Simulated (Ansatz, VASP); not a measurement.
# Two plane-wave programs on LiH

```
Li H
1.0
     0.00000    2.00340    2.00340
     2.00340    0.00000    2.00340
     2.00340    2.00340    0.00000
Li H
1 1
Direct
  0.00000 0.00000 0.00000
  0.50000 0.50000 0.50000
```

Alike in both runs: functional PBE; k mesh 10 × 10 × 10; occupations gaussian, width 0.02 eV; no spin polarisation.

Ansatz relaxed the structure, and its values are those at the end. VASP's run is a single point on that final structure, the one shown.

|  | VASP | Ansatz |
| --- | --- | --- |
| version | VASP 6.6.1 | Ansatz 0.2.0 |
| potentials or method | VASP PAW PBE potentials, release 64 (Li_sv, H) | scalar-relativistic, plane waves, PAW |
| plane-wave cutoff (eV) | 520 | 420 |
| valence electrons in the cell | 4 | 4 |

```csv
,VASP,Ansatz,Ansatz less VASP
gap on the k mesh at the Fermi level (eV),2.98,2.98,+0.006
least direct gap on the mesh (eV),2.98,2.98,+0.006
```

The functional is the same, so the differences come from potentials, cutoffs and numerics.

 A k mesh can miss the band edges.
